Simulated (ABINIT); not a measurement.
Runs of ABINIT 10.8.3 (patched build) on InAs. It takes space group F-43m (No. 216, cubic). The conventional cell has a = 6.036 Å, b = 6.036 Å, c = 6.036 Å, α = 90.00°, β = 90.00°, γ = 90.00°. Around In (site symmetry -43m) lie 4 As at 2.61 Å. Around As (site symmetry -43m) lie 4 In at 2.61 Å. 

```csv
share of exact exchange,gap on the mesh (eV),pressure (GPa)
0.5,(c),-2.5
0.35,(b),-0.1
0.15,0.57,2.9
0.05,none,5.5
0.25,(a),1.4
```

Alike in all rows: task single point; level PBE0; potentials or basis SG15 NC PBE v1.2; no spin polarisation; cell as given; k mesh 3 × 3 × 3; cutoff (eV) 707; smearing fermi-dirac 0.05 eV; the mesh is coarse, so values aren't converged.

**Question.** Estimate the missing entries.

**Answer.** (a) 1.11; (b) 1.66; (c) 2.51.

Caveats: all runs use coarse meshes; exact exchange is summed on a coarse mesh, which widens gaps by tenths of an eV; the potentials were made for another functional, which shifts forces and pressure; spin-orbit coupling is left out, which moves the levels of the heavy elements (some runs).

A k mesh can miss the band edges, and the runs leave out spin-orbit coupling on As, In.

A gap of «none» marks a metal or a gap under the smearing width.
